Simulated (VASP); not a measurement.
The system is MoSe2.

```
CELL_PARAMETERS angstrom
3.28800 0.00000 0.00000
-1.64400 2.84749 0.00000
0.00000 0.00000 12.90000
ATOMIC_POSITIONS crystal
Mo 0.33333 0.66667 0.25000
Mo 0.66667 0.33333 0.75000
Se 0.33333 0.66667 0.62500
Se 0.66667 0.33333 0.12500
Se 0.33333 0.66667 0.87500
Se 0.66667 0.33333 0.37500
```

```yaml
Program: VASP 6.6.1
Task: relaxation of cell and atoms
Functional: PBE
Potentials_or_basis: VASP PAW PBE potentials, release 64 (Mo, Se)
Cutoff: 300 eV
k_mesh: 5 × 5 × 1
Occupations: gaussian, width 0.03 eV
Spin: no spin polarisation
```

At the start: pressure 8.0 GPa; volume 20.13 Å³/atom.

Task: Where does the relaxation end?

Result: Over 37 steps the energy falls by 41.3 meV/atom and the volume is 23.03 Å³/atom (+14.4 %); space group P6_3/mmc (No. 194, to 0.05 Å).

The path:
| step | energy change (eV) | largest force (eV/Å) | pressure (GPa) | volume (Å³) |
| --- | --- | --- | --- | --- |
| 1 | 0.0000 | 1.0923 | 8.03 | 120.78 |
| 2 | 0.5062 | 1.9680 | -11.32 | 139.24 |
| 3 | -0.1878 | 0.1779 | -0.33 | 126.65 |
| 4 | -0.1883 | 0.1314 | -0.03 | 126.40 |
| 5 | -0.1883 | 0.1103 | 0.11 | 126.29 |
| 6 | -0.1950 | 0.1295 | 0.23 | 126.43 |
| 7 | -0.2028 | 0.1794 | 0.59 | 126.79 |
| 8 | -0.2072 | 0.1785 | 0.47 | 127.32 |
| 9 | -0.2184 | 0.1747 | 0.11 | 128.91 |
| 10 | -0.2329 | 0.1626 | -0.49 | 132.12 |
| 11 | -0.2369 | 0.1183 | -1.34 | 138.65 |
| 12 | -0.2391 | 0.1287 | -0.99 | 136.00 |
| 13 | -0.2438 | 0.0060 | -0.29 | 136.20 |
| 14 | -0.2444 | 0.0546 | 0.05 | 136.30 |
| 15 | -0.2456 | 0.0367 | 0.08 | 136.40 |
| 16 | -0.2465 | 0.0117 | 0.12 | 136.54 |
| 17 | -0.2460 | 0.0373 | 0.21 | 136.82 |
| 18 | -0.2467 | 0.0053 | 0.15 | 136.64 |
| 19 | -0.2468 | 0.0306 | 0.00 | 136.90 |
| 20 | -0.2468 | 0.0365 | -0.06 | 136.96 |
| 21 | -0.2468 | 0.0336 | -0.05 | 136.93 |
| 22 | -0.2468 | 0.0318 | -0.03 | 136.92 |
| 23 | -0.2469 | 0.0246 | -0.03 | 137.05 |
| 24 | -0.2470 | 0.0065 | -0.07 | 137.37 |
| 25 | -0.2470 | 0.0106 | -0.07 | 137.29 |
| 26 | -0.2471 | 0.0081 | 0.06 | 137.26 |
| 27 | -0.2471 | 0.0109 | 0.07 | 137.25 |
| 28 | -0.2472 | 0.0066 | 0.08 | 137.30 |
| 29 | -0.2473 | 0.0053 | 0.07 | 137.42 |
| 30 | -0.2473 | 0.0093 | 0.08 | 137.46 |
| 31 | -0.2474 | 0.0183 | 0.01 | 137.62 |
| 32 | -0.2474 | 0.0319 | -0.09 | 137.84 |
| 33 | -0.2474 | 0.0310 | -0.11 | 137.89 |
| 34 | -0.2475 | 0.0280 | -0.12 | 138.02 |
| 35 | -0.2475 | 0.0218 | -0.14 | 138.28 |
| 36 | -0.2476 | 0.0084 | -0.07 | 138.23 |
| 37 | -0.2476 | 0.0012 | -0.03 | 138.21 |

Final structure:
```yaml
crystal:
  lattice:
    - [3.31838, 0.00000, 0.00000]
    - [-1.65919, 2.87380, 0.00000]
    - [0.00000, 0.00000, 14.49270]
  atoms:
    - { symbol: Mo, position: [0.33333, 0.66667, 0.25000] }
    - { symbol: Mo, position: [0.66667, 0.33333, 0.75000] }
    - { symbol: Se, position: [0.33333, 0.66667, 0.63489] }
    - { symbol: Se, position: [0.66667, 0.33333, 0.13489] }
    - { symbol: Se, position: [0.33333, 0.66667, 0.86511] }
    - { symbol: Se, position: [0.66667, 0.33333, 0.36511] }
```

Caveat: the k mesh is coarse (spacing up to 0.49 Å⁻¹), so the values aren't converged; this functional lacks dispersion, which binds the layers, so the pressure and a relaxed spacing across them are unreliable; the volume moved by +14 % from the deposited cell, more than functionals usually miss.
